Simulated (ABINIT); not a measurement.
# RbBr (Fm-3m) in ABINIT: a series of runs

Aim: see how the results for RbBr move with the level of theory and the settings. Levels: LDA, PBE. Tasks: single point, relaxation of cell and atoms.

Everything below comes from runs of ABINIT 10.8.3 (patched build). Logs are shortened: lines on timing, memory, paths and dates and some standing lists are left out, and cuts for length are marked. The log counts tension as positive stress, the text compression.

## 1. The crystal as given

It takes space group Fm-3m (No. 225, cubic). The conventional cell has a = 6.854 Å, b = 6.854 Å, c = 6.854 Å, α = 90.00°, β = 90.00°, γ = 90.00°. Rb (site symmetry m-3m) is surrounded by 6 Br at 3.43 Å. Br (site symmetry m-3m) has 6 Rb at 3.43 Å as nearest neighbours.

## 2. Single point, LDA

The input, run.abi:

```
# Pseudopotentials
pp_dirpath "./"
pseudos "Rb.upf, Br.upf"

# Structure
acell 3*1.0
rprim
     0.0000000000     6.4760914291     6.4760914291
     6.4760914291     0.0000000000     6.4760914291
     6.4760914291     6.4760914291     0.0000000000
ntypat 2
znucl 37 35
natom 2
typat 1 2
xcart
     0.0000000000     0.0000000000     0.0000000000
     6.4760914291     6.4760914291     6.4760914291

# Plane-wave basis
ecut 18.0

# k points
kptopt 1
ngkpt 5 5 5
nshiftk 1
shiftk 0.0 0.0 0.0

# Exchange and correlation
ixc 7

# Bands and occupations
nband 12
occopt 3
tsmear 0.00183747

# SCF cycle
nstep 100
tolvrs 1.0e-10

# Output
iomode 3
prtwf 0
prtden 0
prteig 0
prtebands 0
enunit 1
```

Potentials or basis: PseudoDojo NC SR LDA v0.4.1 standard.

Launch:

```bash
$ abinit run.abi > log 2>&1
```

run.abo:

```text
.Version 10.8.3 of ABINIT
 Symmetries : space group Fm -3 m (#225); Bravais cF (face-center cubic)
================================================================================
 Values of the parameters that define the memory need of the present run
     intxc =       0    ionmov =       0      iscf =       7    lmnmax =       6
     lnmax =       6     mgfft =      36  mpssoang =       3    mqgrid =    3001
     natom =       2  nloc_mem =       1    nspden =       1   nspinor =       1
    nsppol =       1      nsym =      48    n1xccc =    2501    ntypat =       2
    occopt =       3   xclevel =       1
       mpw =        1996          nfft =       46656          nkpt =          10
================================================================================
================================================================================

--------------------------------------------------------------------------------
------------- Echo of variables that govern the present computation ------------
--------------------------------------------------------------------------------
 -outvars: echo values of preprocessed input variables --------
            acell      1.0000000000E+00  1.0000000000E+00  1.0000000000E+00 Bohr
              amu      8.54678000E+01  7.99040000E+01
             ecut      1.80000000E+01 Hartree
           enunit           1
              ixc           7
         kptrlatt        5    0    0      0    5    0      0    0    5
          kptrlen      4.57928817E+01
            natom           2
            nband          12
            ngfft          36      36      36
             nkpt          10
            nstep         100
             nsym          48
           ntypat           2
           occopt           3
           prtden           0
        prtebands           0
           prteig           0
            prtwf           0
            rprim      0.0000000000E+00  6.4760914291E+00  6.4760914291E+00
                       6.4760914291E+00  0.0000000000E+00  6.4760914291E+00
                       6.4760914291E+00  6.4760914291E+00  0.0000000000E+00
          spgroup         225
           tolvrs      1.00000000E-10
           tsmear      1.83747000E-03 Hartree
            typat      1  2
           xangst      0.0000000000E+00  0.0000000000E+00  0.0000000000E+00
                       3.4269999977E+00  3.4269999977E+00  3.4269999977E+00
            xcart      0.0000000000E+00  0.0000000000E+00  0.0000000000E+00
                       6.4760914291E+00  6.4760914291E+00  6.4760914291E+00
             xred      0.0000000000E+00  0.0000000000E+00  0.0000000000E+00
                       5.0000000000E-01  5.0000000000E-01  5.0000000000E-01
            znucl       37.00000   35.00000

================================================================================

 chkinp: Checking input parameters for consistency.

================================================================================
== DATASET  1 ==================================================================

--- !DatasetInfo
iteration_state: {dtset: 1, }
dimensions: {natom: 2, nkpt: 10, mband: 12, nsppol: 1, nspinor: 1, nspden: 1, mpw: 1996, }
cutoff_energies: {ecut:  18.0, pawecutdg:  -1.0, }
electrons: {nelect:   1.60000000E+01, charge:   0.00000000E+00, occopt:   3.00000000E+00, tsmear:   1.83747000E-03, }
meta: {optdriver: 0, ionmov: 0, optcell: 0, iscf: 7, paral_kgb: 0, }
...

 Exchange-correlation functional for the present dataset will be:
  LDA: Perdew-Wang 92 LSD fit to Ceperley-Alder data - ixc=7
  J.P.Perdew and Y.Wang, PRB 45, 13244 (1992)

 Real(R)+Recip(G) space primitive vectors, cartesian coordinates (Bohr,Bohr^-1):
 R(1)=  0.0000000  6.4760914  6.4760914  G(1)= -0.0772071  0.0772071  0.0772071
 R(2)=  6.4760914  0.0000000  6.4760914  G(2)=  0.0772071 -0.0772071  0.0772071
 R(3)=  6.4760914  6.4760914  0.0000000  G(3)=  0.0772071  0.0772071 -0.0772071
 Unit cell volume ucvol=  5.4321144E+02 bohr^3
 Angles (23,13,12)=  6.00000000E+01  6.00000000E+01  6.00000000E+01 degrees

 getcut: wavevector=  0.0000  0.0000  0.0000  ngfft=  36  36  36
         ecut(hartree)=     18.000   => boxcut(ratio)=   2.05813

--- Pseudopotential description ------------------------------------------------
- pspini: atom type   1  psp file is ./Rb.upf
12 -1012 2 -1 2226                            pspcod,pspxc,lmax,lloc,mmax
     nproj     2     2     2

- pspini: atom type   2  psp file is ./Br.upf
12 -1012 2 -1 1084                            pspcod,pspxc,lmax,lloc,mmax
     nproj     2     2     2

   7.14764028E+02                                ecore*ucvol(ha*bohr**3)
--------------------------------------------------------------------------------

================================================================================

--- !BeginCycle
iteration_state: {dtset: 1, }
solver: {iscf: 7, nstep: 100, nline: 4, wfoptalg: 0, }
tolerances: {tolvrs: 1.00E-10, }
...

     iter   Etot(hartree)      deltaE(h)  residm     vres2
 ETOT  1  -43.002358646112    -4.300E+01 2.130E-02 4.315E+01
 ETOT  2  -43.017249805983    -1.489E-02 2.530E-03 9.653E-01
 ETOT  3  -43.017577340426    -3.275E-04 9.983E-04 1.969E-01
 ETOT  4  -43.017602777372    -2.544E-05 2.985E-04 2.524E-03
 ETOT  5  -43.017602957294    -1.799E-07 6.041E-04 2.056E-05
 ETOT  6  -43.017602958423    -1.129E-09 2.044E-04 2.252E-06
 ETOT  7  -43.017602958668    -2.457E-10 5.150E-04 5.218E-08
 ETOT  8  -43.017602958674    -5.770E-12 1.619E-04 5.652E-10
 ETOT  9  -43.017602958674     2.984E-13 3.363E-04 1.554E-11

 At SCF step    9       vres2   =  1.55E-11 < tolvrs=  1.00E-10 =>converged.

 Cartesian components of stress tensor (hartree/bohr^3)
  sigma(1 1)=  6.86922412E-05  sigma(3 2)=  0.00000000E+00
  sigma(2 2)=  6.86922412E-05  sigma(3 1)=  0.00000000E+00
  sigma(3 3)=  6.86922412E-05  sigma(2 1)=  0.00000000E+00

--- !ResultsGS
iteration_state: {dtset: 1, }
comment   : Summary of ground state results
lattice_vectors:
- [  0.0000000,   6.4760914,   6.4760914, ]
- [  6.4760914,   0.0000000,   6.4760914, ]
- [  6.4760914,   6.4760914,   0.0000000, ]
lattice_lengths: [   9.15858,    9.15858,    9.15858, ]
lattice_angles: [ 60.000,  60.000,  60.000, ] # degrees, (23, 13, 12)
lattice_volume:   5.4321144E+02
convergence: {deltae:  2.984E-13, res2:  1.554E-11, residm:  3.363E-04, diffor: null, }
etotal    :  -4.30176030E+01
entropy   :   0.00000000E+00
fermie    :   8.66879238E-03
cartesian_stress_tensor: # hartree/bohr^3
- [  6.86922412E-05,   0.00000000E+00,   0.00000000E+00, ]
- [  0.00000000E+00,   6.86922412E-05,   0.00000000E+00, ]
- [  0.00000000E+00,   0.00000000E+00,   6.86922412E-05, ]
pressure_GPa:  -2.0210E+00
xred      :
- [  0.0000E+00,   0.0000E+00,   0.0000E+00, Rb]
- [  5.0000E-01,   5.0000E-01,   5.0000E-01, Br]
cartesian_forces: # hartree/bohr
- [ -0.00000000E+00,  -0.00000000E+00,  -0.00000000E+00, ]
- [ -0.00000000E+00,  -0.00000000E+00,  -0.00000000E+00, ]
force_length_stats: {min:   0.00000000E+00, max:   0.00000000E+00, mean:   0.00000000E+00, }
...

 Integrated electronic density in atomic spheres:
 ------------------------------------------------
 Atom  Sphere_radius  Integrated_density
    1        2.00000          6.02286914
    2        2.00000          4.25002236
================================================================================

 ----iterations are completed or convergence reached----

 Mean square residual over all n,k,spin=   33.259E-07; max=  33.630E-05
 reduced coordinates (array xred) for    2 atoms
       0.000000000000      0.000000000000      0.000000000000
       0.500000000000      0.500000000000      0.500000000000
 rms dE/dt=  0.0000E+00; max dE/dt=  0.0000E+00; dE/dt below (all hartree)
    1       0.000000000000      0.000000000000      0.000000000000
    2       0.000000000000      0.000000000000      0.000000000000

 cartesian coordinates (angstrom) at end:
    1      0.00000000000000     0.00000000000000     0.00000000000000
    2      3.42699999767904     3.42699999767904     3.42699999767904

 cartesian forces (hartree/bohr) at end:
    1     -0.00000000000000    -0.00000000000000    -0.00000000000000
    2     -0.00000000000000    -0.00000000000000    -0.00000000000000
 frms,max,avg= 0.0000000E+00 0.0000000E+00   0.000E+00  0.000E+00  0.000E+00 h/b

 cartesian forces (eV/Angstrom) at end:
    1     -0.00000000000000    -0.00000000000000    -0.00000000000000
    2     -0.00000000000000    -0.00000000000000    -0.00000000000000
 frms,max,avg= 0.0000000E+00 0.0000000E+00   0.000E+00  0.000E+00  0.000E+00 e/A
 length scales=  1.000000000000  1.000000000000  1.000000000000 bohr
              =  0.529177210544  0.529177210544  0.529177210544 angstroms
 Fermi (or HOMO) energy (eV) =   0.23589   Average Vxc (eV)=  -7.90398
 Eigenvalues (   eV  ) for nkpt=  10  k points:
 kpt#   1, nband= 12, wtk=  0.00800, kpt=  0.0000  0.0000  0.0000 (reduced coord)
 -25.61866  -13.51992   -9.68925   -9.68925   -9.68925   -1.26195   -1.26195   -1.26195
   2.68738    5.78151    5.78151    5.78151
 prteigrs : prtvol=0 or 1, do not print more k-points.

--- !EnergyTerms
iteration_state     : {dtset: 1, }
comment             : Components of total free energy in Hartree
kinetic             :  1.16719913714721E+01
hartree             :  7.35109810072542E+00
xc                  : -1.22211190613215E+01
Ewald energy        : -2.83094525901206E+01
psp_core            :  1.31581180246203E+00
local_psp           : -2.39328713860507E+01
non_local_psp       :  1.10693880415938E+00
internal            : -4.30176029586739E+01
'-kT*entropy'       :  1.24233265844445E-15
total_energy        : -4.30176029586739E+01
total_energy_eV     : -1.17056860948473E+03
band_energy         : -5.39135370343350E+00
...

 Cartesian components of stress tensor (hartree/bohr^3)
  sigma(1 1)=  6.86922412E-05  sigma(3 2)=  0.00000000E+00
  sigma(2 2)=  6.86922412E-05  sigma(3 1)=  0.00000000E+00
  sigma(3 3)=  6.86922412E-05  sigma(2 1)=  0.00000000E+00

-Cartesian components of stress tensor (GPa)         [Pressure= -2.0210E+00 GPa]
- sigma(1 1)=  2.02099551E+00  sigma(3 2)=  0.00000000E+00
- sigma(2 2)=  2.02099551E+00  sigma(3 1)=  0.00000000E+00
- sigma(3 3)=  2.02099551E+00  sigma(2 1)=  0.00000000E+00

== END DATASET(S) ==============================================================
================================================================================

 -outvars: echo values of variables after computation  --------
            acell      1.0000000000E+00  1.0000000000E+00  1.0000000000E+00 Bohr
           etotal     -4.3017602959E+01
            fcart     -0.0000000000E+00 -0.0000000000E+00 -0.0000000000E+00
                      -0.0000000000E+00 -0.0000000000E+00 -0.0000000000E+00
            rprim      0.0000000000E+00  6.4760914291E+00  6.4760914291E+00
                       6.4760914291E+00  0.0000000000E+00  6.4760914291E+00
                       6.4760914291E+00  6.4760914291E+00  0.0000000000E+00
           strten      6.8692241184E-05  6.8692241184E-05  6.8692241184E-05
                       0.0000000000E+00  0.0000000000E+00  0.0000000000E+00
           xangst      0.0000000000E+00  0.0000000000E+00  0.0000000000E+00
                       3.4269999977E+00  3.4269999977E+00  3.4269999977E+00
             xred      0.0000000000E+00  0.0000000000E+00  0.0000000000E+00
                       5.0000000000E-01  5.0000000000E-01  5.0000000000E-01
 Calculation completed.
```

It took 8.7 s on 1 thread of Arm Neoverse V1, shared host; peak memory 0.06 GiB.

Results:

```
Free energy                                           : -1170.5686 eV
Band gap on the k mesh                                : 3.95 eV, direct
Valence electrons inside the program's atomic spheres : Rb 6.02; Br 4.25
```

Caveat: the cutoff is too short for stress, so the log's stress isn't used. As with any semilocal functional, this LDA gap is likely too small.

[end of part 1 of 2]
